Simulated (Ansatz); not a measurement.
Wanted: the native input for an Ansatz 0.2.0 run.

* Task: band structure
* Functional: PBEsol
* Potentials or basis: Ansatz PAW
* Cutoff: 420 eV (not typed: the program's choice for these potentials)
* k mesh: 10 × 10 × 10
* Occupations: fermi-dirac, width 0.05 eV
* Spin: no spin polarisation
* Path: [["G", "X", "M", "G", "Z", "P", "N", "Z1", "M"], ["X", "P"]]
* Points for each segment of the path: 14

Crystal: HgTe.

```
Hg Te
1.0
    -3.04560    3.04560    1.55941
     3.04560   -3.04560    1.55941
     3.04560    3.04560   -1.55941
Hg Te
1 1
Cartesian
  0.0000 3.0456 0.7797
  0.0000 0.0000 0.0000
```

Measurements of this composition are mostly on another form, of space group No. 216.

One way to write it, as run:

input.yaml

```yaml
crystal:
  lattice:
    - [-3.045603, 3.045603, 1.55941]
    - [3.045603, -3.045603, 1.55941]
    - [3.045603, 3.045603, -1.55941]
  atoms:
    - { symbol: Hg, position: [0.75, 0.25, 0.5] }
    - { symbol: Te, position: [0.0, 0.0, 0.0] }
hamiltonian:
  xc: pbesol
  pseudopotentials: { kind: paw }
kpoints:
  mp_grid: { grid: [10, 10, 10] }
  band_path:
    path:
      - [[0.0, 0.0, 0.0], [0.0, 0.0, 0.5], [-0.5, 0.5, 0.5], [0.0, 0.0, 0.0], [0.3155411497, 0.3155411497, -0.3155411497], [0.25, 0.25, 0.25], [0.0, 0.5, 0.0], [-0.3155411497, 0.6844588503, 0.3155411497], [-0.5, 0.5, 0.5]]
      - [[0.0, 0.0, 0.5], [0.25, 0.25, 0.25]]
    npoints: 14
scf:
  occupations: { method: fermi_dirac, width: 0.05 }
  n_extra_bands: 6
output:
  forces: true
  stress: true
  eigenvalues: true
  fatbands: true
  write_density: true
  write_potential: true
  elf: true
  volumetric_format: npy
```

Potentials or basis: Ansatz PAW.

Run with:

```bash
$ ansatz run input.yaml --threads 2 --pin off --max-ram 5632MiB --backend cpu --events-out ev --progress --plain --runs-dir out
```

Results of the run:

| Item | Value |
| --- | --- |
| Pressure | -3.3 GPa |
| Band gap on the k mesh | none (metal or under the smearing width) |

Caveat: spin-orbit coupling is left out, which moves the levels of the heavy elements; the PAW data sets come from PBE, with cores solved anew for the run's functional, which leaves a small shift of forces and pressure.

It took 14 s on 2 threads of Arm Neoverse V2, on a shared host, peak memory 0.45 GiB.
